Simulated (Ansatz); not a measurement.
**CdS (rocksalt) under strain**

Rocksalt CdS, relaxed with r2SCAN in Ansatz. The symmetry is Fm-3m (No. 225, cubic); conventional cell a = 5.454 Å, 20.27 Å³ an atom. Around Cd lie 6 S at 2.73 Å; around S lie 6 Cd at 2.73 Å.

The axes x, y and z are those of this cell:
```
CELL_PARAMETERS angstrom
0.00000 2.72678 2.72678
2.72678 0.00000 2.72678
2.72678 2.72678 0.00000
ATOMIC_POSITIONS crystal
Cd 0.00000 0.00000 0.00000
S 0.50000 0.50000 0.50000
```

Unstrained: The r2SCAN gap is indirect, 0.753 eV (L to X), below the direct gap of 2.387 eV at Γ. The HSE06 gap is indirect, 1.243 eV (L to X), below the direct gap of 2.776 eV at Γ. Meshes: r2SCAN 8×8×8, HSE06 6×6×6. Strains are changes of length per length. After each strain the atoms were relaxed again with r2SCAN within the symmetry that the strain leaves, so tilts or polar shifts that break it weren't tested; points keep the names that they have in the unstrained zone. No spin polarisation. The prototype was imposed, so other structures may be more stable.

Changes of the least gap in eV (an overlap counts as a negative gap):

| strain | volume change (%) | space group | r2SCAN | HSE06 | energy rise, r2SCAN (meV/atom) |
| --- | --- | --- | --- | --- | --- |
| uniaxial +3.35 % along x | +3.3 | I4/mmm | -0.141 | -0.160 | 8.5 |
| uniaxial -0.31 % along z | -0.3 | I4/mmm | -0.019 | -0.019 | 0.1 |
| epitaxial -1.13 % in the xy plane, free normal strain +0.93 % | -1.3 | I4/mmm | -0.094 | -0.094 | 2.5 |

Uniaxial +3.35 % along x, other directions held. HSE06: the gap goes from 1.243 to 1.083 eV (-0.160 eV); the edges go from L → X to Γ–K (0.56) → X. Stress change with r2SCAN, compression positive: xx -3.72, yy -1.68, zz -1.68 GPa.

Uniaxial -0.31 % along z, other directions held. HSE06: the gap goes from 1.243 to 1.224 eV (-0.019 eV). Stress change with r2SCAN, compression positive: xx +0.17, yy +0.17, zz +0.43 GPa.

Epitaxial -1.13 % in the xy plane, free normal strain +0.93 %. HSE06: the gap goes from 1.243 to 1.149 eV (-0.094 eV). Stress change with r2SCAN, compression positive: xx +1.82, yy +1.82, zz 0.00 GPa.

Spin-orbit coupling is left out.

Where an edge lies off the special points, it is a point of the mesh or the k point where a search put PBE's edge or least direct gap, reused for the other functionals, whose own edges may lie a little apart.

The meshes of the hybrids are coarse, so their gaps aren't converged to the digits shown.
